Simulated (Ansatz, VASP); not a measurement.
**Ca in VASP and in Ansatz**

```xyz
4
Lattice="3.9575 0.0000 0.0000 -1.9788 3.4273 0.0000 0.0000 0.0000 12.8694" Properties=species:S:1:pos:R:3 pbc="T T T"
Ca    0.0000    0.0000    0.0000
Ca    0.0000    2.2849    3.2174
Ca    0.0000    0.0000    6.4347
Ca    1.9788    1.1424    9.6521
```

This isn't the form of Ca at room conditions, which is fcc.

Alike in both runs: task single point; functional LDA; k mesh 7 × 7 × 2; no spin polarisation.

```csv
,VASP,Ansatz
version,VASP 6.6.1,Ansatz 0.2.0
potentials or method,"VASP PAW LDA potentials, release 64 (Ca_sv)","plane waves, PAW"
plane-wave cutoff (eV),520,550
occupations,"methfessel-paxton of order 1, width 0.05 eV","cold, width 0.05 eV"
valence electrons in the cell,40,40
```

```csv
,VASP,Ansatz,Ansatz less VASP
pressure (GPa),-2.0,-2.0,0.00
largest component of the traceless stress (GPa),0.82,0.90,+0.077
```
